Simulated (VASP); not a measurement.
# C (Fd-3m) in VASP: a series of runs

The runs below take C through relaxation of cell and atoms, with PBE.

All numbers are computed with VASP 6.6.1; they aren't measurements. Logs are shortened: lines on timing, memory, paths and dates and some standing lists are left out, and cuts for length are marked.

## (1) The crystal as given

The structure is cubic, space group Fd-3m (No. 227). Conventional cell: a = 3.567 Å, b = 3.567 Å, c = 3.567 Å, α = 90.00°, β = 90.00°, γ = 90.00°. C (site symmetry -43m) has 4 C at 1.54 Å as nearest neighbours.

This isn't the form of C at room conditions, which is graphite.

## (2) Relaxation of cell and atoms, PBE

Contents of INCAR:

```
PREC = Accurate
ENCUT = 520
EDIFF = 1E-7
ISMEAR = 0
SIGMA = 0.02
LREAL = F
LASPH = T
NELM = 100
ALGO = Normal
ISIF = 3
LWAVE = F
LCHARG = F
GGA = PE
IBRION = 2
NSW = 80
EDIFFG = -0.002
KPAR = 4
```

Contents of KPOINTS:

```
regular mesh
0
Gamma
  14 14 14
```

Contents of POSCAR:

```
C
1.0
    0.0000000000      1.7833700000      1.7833700000
    1.7833700000      0.0000000000      1.7833700000
    1.7833700000      1.7833700000      0.0000000000
C
2
Direct
    0.0000000000      0.0000000000      0.0000000000
    0.2500000000      0.2500000000      0.2500000000
```

Potentials or basis: VASP PAW PBE potentials, release 64 (C).

Run with:

```console
> cat potpaw_PBE.64/C/POTCAR > POTCAR
> mpirun -np 4 vasp_std > vasp.out
```

OUTCAR:

```text
PREC = Accurate
   ENCUT = 520
   EDIFF = 1E-7
   ISMEAR = 0
   LREAL = F
   LASPH = T
   NELM = 100
   ISIF = 3
   GGA = PE
   IBRION = 2
   NSW = 80
   EDIFFG = -0.002

 ion  position               nearest neighbor table
   1  0.000  0.000  0.000-   2 1.54   2 1.54   2 1.54   2 1.54
   2  0.250  0.250  0.250-   1 1.54   1 1.54   1 1.54   1 1.54

  LATTYP: Found a face centered cubic cell.
 ALAT       =     3.5667400000

  Lattice vectors:

 A1 = (   0.0000000000,   1.7833700000,   1.7833700000)
 A2 = (   1.7833700000,   0.0000000000,   1.7833700000)
 A3 = (   1.7833700000,   1.7833700000,   0.0000000000)

Analysis of symmetry for initial positions (statically):
=====================================================================
 Subroutine PRICEL returns:
 Original cell was already a primitive cell.

 Routine SETGRP: Setting up the symmetry group for a
 face centered cubic supercell.

 Subroutine GETGRP returns: Found 48 space group operations
 (whereof 24 operations were pure point group operations)
 out of a pool of 48 trial point group operations.

The static configuration has the point symmetry T_d .
 The point group associated with its full space group is O_h .

Analysis of symmetry for dynamics (positions and initial velocities):
=====================================================================
 Subroutine PRICEL returns:
 Original cell was already a primitive cell.

 Routine SETGRP: Setting up the symmetry group for a
 face centered cubic supercell.

 Subroutine GETGRP returns: Found 48 space group operations
 (whereof 24 operations were pure point group operations)
 out of a pool of 48 trial point group operations.

The dynamic configuration has the point symmetry T_d .
 The point group associated with its full space group is O_h .

 Subroutine INISYM returns: Found 48 space group operations
 (whereof 24 operations are pure point group operations),
 and found     1 'primitive' translations

----------------------------------------------------------------------------------------

                                     Primitive cell

  volume of cell :      11.3437

  direct lattice vectors                    reciprocal lattice vectors
     0.000000000  1.783370000  1.783370000    -0.280368067  0.280368067  0.280368067
     1.783370000  0.000000000  1.783370000     0.280368067 -0.280368067  0.280368067
     1.783370000  1.783370000  0.000000000     0.280368067  0.280368067 -0.280368067

  length of vectors
     2.522066041  2.522066041  2.522066041     0.485611737  0.485611737  0.485611737

  position of ions in fractional coordinates (direct lattice)
     0.000000000  0.000000000  0.000000000
     0.250000000  0.250000000  0.250000000

  ion indices of the primitive-cell ions
   primitive index   ion index
                 1           1
                 2           2

----------------------------------------------------------------------------------------

 KPOINTS: regular mesh

Automatic generation of k-mesh.
 Grid dimensions read from file:
 generate k-points for:   14   14   14

 Generating k-lattice:

  Cartesian coordinates                     Fractional coordinates (reciprocal lattice)
    -0.020026291  0.020026291  0.020026291     0.071428571  0.000000000  0.000000000
     0.020026291 -0.020026291  0.020026291     0.000000000  0.071428571  0.000000000
     0.020026291  0.020026291 -0.020026291     0.000000000  0.000000000  0.071428571

  Length of vectors
     0.034686553  0.034686553  0.034686553

  Shift w.r.t. Gamma in fractional coordinates (k-lattice)
     0.000000000  0.000000000  0.000000000

 Subroutine IBZKPT returns following result:
 ===========================================

 Found    104 irreducible k-points:

 Following reciprocal coordinates:
            Coordinates               Weight
  0.000000  0.000000  0.000000      1.000000
  0.071429  0.000000  0.000000      8.000000
  0.142857  0.000000  0.000000      8.000000
  0.214286  0.000000  0.000000      8.000000
  0.285714  0.000000  0.000000      8.000000
  0.357143  0.000000  0.000000      8.000000
[... 16 lines left out ...]
  0.214286  0.142857  0.000000     24.000000
  0.285714  0.142857  0.000000     24.000000
 [... further k-points ...]
   k-points           NKPTS =    104   k-points in BZ     NKDIM =    104   number of bands    NBANDS=      8
   number of dos      NEDOS =    301   number of ions     NIONS =      2
   total plane-waves  NPLWV =   8000
   dimension x,y,z NGX =    20 NGY =   20 NGZ =   20
   dimension x,y,z NGXF=    40 NGYF=   40 NGZF=   40
   ions per type =               2
   NGX,Y,Z   is equivalent  to a cutoff of  13.18, 13.18, 13.18 a.u.
   NGXF,Y,Z  is equivalent  to a cutoff of  26.37, 26.37, 26.37 a.u.
 SYSTEM =  unknown system
   PREC   = accura    normal or accurate (medium, high low for compatibility)
   ISTART =      0    job   : 0-new  1-cont  2-samecut
   ICHARG =      2    charge: 1-file 2-atom 10-const
   ISPIN  =      1    spin polarized calculation?
   LNONCOLLINEAR =      F non collinear calculations
   LSORBIT =      F    spin-orbit coupling
   LASPH  =      T    aspherical Exc in radial PAW
   ENCUT  =  520.0 eV  38.22 Ry    6.18 a.u.   4.69  4.69  4.69*2*pi/ulx,y,z
   NELM   =    100;   NELMIN=  2; NELMDL= -5     # of ELM steps
   EDIFF  = 0.1E-06   stopping-criterion for ELM
   LREAL  =      F    real-space projection
   EDIFFG = -.2E-02   stopping-criterion for IOM
   NSW    =     80    number of steps for IOM
   IBRION =      2    ionic relax: 0-MD 1-quasi-New 2-CG
   NFREE  =      1    steps in history (QN), initial steepest desc. (CG)
   ISIF   =      3    stress and relaxation
   ISYM   =      2    0-nonsym 1-usesym 2-fastsym
   POTIM  = 0.5000    time-step for ionic-motion
   TEBEG  =    0.0;   TEEND  =   0.0 temperature during run
   PSTRESS=    0.0 pullay stress
   NELECT =       8.0000    total number of electrons
   NUPDOWN=      -1.0000    fix difference up-down
   EMIN   =  10.00;   EMAX   =-10.00  energy-range for DOS
   EFERMI =   0.00;   METHOD = LEGACY
   ISMEAR =     0;   SIGMA  =   0.02  broadening in eV -4-tet -1-fermi 0-gaus
   EFERMI_NEDOS =   21; number of points for ismear=-14 and -15
   IALGO  =     38    algorithm
   IMIX   =      4    mixing-type and parameters
     AMIX     =   0.40;   BMIX     =  1.00
     AMIX_MAG =   1.60;   BMIX_MAG =  1.00
  volume/ion in A,a.u.               =       5.67        38.28
  Fermi-wavevector in a.u.,A,eV,Ry     =   1.457203  2.753714 28.891161  2.123440
  Thomas-Fermi vector in A             =   2.574032
   LORBIT       =      0    0 simple, 1 ext, 2 COOP (PROOUT), +10 PAW based schemes
   GGA     = PE    functional components
   LHFCALC =     F    Hartree Fock is set to
   AEXX    =    0.0000 exact exchange contribution
   IVDW    =     0    specifies the selected vdW correction
   LEPSILON=     F    determine dielectric tensor
   LRPA    =     F    only Hartree local field effects (RPA)
 conjugate gradient relaxation of ions
 non-spin polarized calculation
 Gauss-broadening in eV      SIGMA  =   0.02
  energy-cutoff  :      520.00
  volume of cell :       11.34
 maximum number of plane-waves:       316
   NGX =  9   NGY =  9   NGZ =  9

--------------------------------------- Ionic step        1  -------------------------------------------

 number of electron       7.9999999 magnetization

 Free energy of the ion-electron system (eV)
  ---------------------------------------------------
  ext. energy  EPLUGINS =         0.00000000
  ---------------------------------------------------
  free energy    TOTEN  =       -18.18526904 eV

  energy without entropy =      -18.18526904  energy(sigma->0) =      -18.18526904

------------------------ aborting loop because EDIFF is reached ----------------------------------------

  FORCE on cell =-STRESS in cart. coord.  units (eV):
  Direction    XX          YY          ZZ          XY          YZ          ZX
  --------------------------------------------------------------------------------------
  -------------------------------------------------------------------------------------
  Total        0.1739383      0.1739383      0.1739383      0.0000000      0.0000000      0.0000000
  in kB       24.5669637     24.5669637     24.5669637      0.0000000      0.0000000      0.0000000
  external PRESSURE =      24.5669637 kB  Pullay stress =       0.0000000 kB
[... 57 lines left out ...]
  energy  without entropy=      -18.1850146972  energy(sigma->0) =      -18.18501470

--------------------------------------- Ionic step        3  -------------------------------------------

 number of electron       7.9999999 magnetization

 Free energy of the ion-electron system (eV)
  ---------------------------------------------------
  ext. energy  EPLUGINS =         0.00000000
  ---------------------------------------------------
  free energy    TOTEN  =       -18.18575485 eV

  energy without entropy =      -18.18575485  energy(sigma->0) =      -18.18575485

 E-fermi :   9.8348     XC(G=0): -13.2227

 val. band max:        9.6490824521   @ k =   0.0000   0.0000   0.0000
 cond. band min:      13.7659572421   @ k =   0.3571   0.3571   0.0000
 fundamental gap:      4.1168747900
 Fermi energy:         9.8347945464

 k-point     1 :       0.0000    0.0000    0.0000
  band No.  band energies     occupation
      1     -11.7530      2.00000
      2       9.6491      2.00000
      3       9.6491      2.00000
      4       9.6491      2.00000
      5      15.2234      0.00000
      6      15.2234      0.00000
      7      15.2234      0.00000
      8      22.8527      0.00000
[... 243 lines left out ...]
 k-point    24 :       0.2857    0.1429    0.0000
  band No.  band energies     occupation
      1      -9.7091      2.00000
      2       3.6532      2.00000
      3       6.3504      2.00000
      4       7.0623      2.00000
      5      15.5451      0.00000
      6      19.5693      0.00000
      7      19.6806      0.00000
      8      21.9823      0.00000

 [... further k-points ...]

------------------------ aborting loop because EDIFF is reached ----------------------------------------

  FORCE on cell =-STRESS in cart. coord.  units (eV):
  Direction    XX          YY          ZZ          XY          YZ          ZX
  --------------------------------------------------------------------------------------
  -------------------------------------------------------------------------------------
  Total        0.0007255      0.0007255      0.0007255     -0.0000000     -0.0000000      0.0000000
  in kB        0.1018932      0.1018932      0.1018932     -0.0000000     -0.0000000      0.0000000
  external PRESSURE =       0.1018932 kB  Pullay stress =       0.0000000 kB
[... 17 lines left out ...]
  FREE ENERGIE OF THE ION-ELECTRON SYSTEM (eV)
  ---------------------------------------------------
  free  energy   TOTEN  =       -18.1857548466 eV

  energy  without entropy=      -18.1857548466  energy(sigma->0) =      -18.18575485

 reached required accuracy - stopping structural energy minimisation
```

Run time: 8.5 s. Hardware: 4 MPI ranks of Intel Xeon Platinum 8259CL at 2.50GHz (Skylake/Cascade Lake), shared host; peak memory 0.12 GiB.

Results:

```yaml
Free_energy: -18.1858 eV
Relaxed_volume: 5.70 Å³/atom
Relaxed_cell: a = 2.527 Å, b = 2.527 Å, c = 2.527 Å, α = 60.00°, β = 60.00°, γ = 60.00°
Space_group_after_relaxing_to_0.05_Å: Fd-3m (No. 227)
Energy_gained_by_relaxing: 0.2 meV/atom
Ionic_steps: 3
Pressure_after_relaxing: 0.0 GPa
Band_gap_on_the_k_mesh: 4.12 eV, indirect (least direct gap 5.57 eV)
```

The path:
```
step  energy change (eV)  largest force (eV/Å)  pressure (GPa)  volume (Å³)
   1              0.0000                0.0000            2.46        11.34
   2              0.0003                0.0000           -2.96        11.49
   3             -0.0005                0.0000            0.01        11.41
```

Final structure:
```
C
1.0
     0.00000    1.78671    1.78671
     1.78671    0.00000    1.78671
     1.78671    1.78671    0.00000
C
2
Direct
  0.00000 0.00000 0.00000
  0.25000 0.25000 0.25000
```

Levels at points of the mesh, in eV from the valence-band top:
| k point | band 1 | band 2 | band 3 | band 4 | band 5 | band 6 | band 7 | band 8 |
| --- | --- | --- | --- | --- | --- | --- | --- | --- |
| (0.00, 0.00, 0.00) | -21.40 | 0.00 | 0.00 | 0.00 | 5.57 | 5.57 | 5.57 | 13.20 |
| (0.50, 0.00, 0.00) | -15.66 | -13.31 | -2.79 | -2.79 | 8.44 | 8.44 | 8.77 | 15.65 |
| (0.50, 0.50, 0.00) | -12.72 | -12.72 | -6.26 | -6.26 | 4.75 | 4.75 | 16.72 | 16.72 |

[end of part 1 of 2]
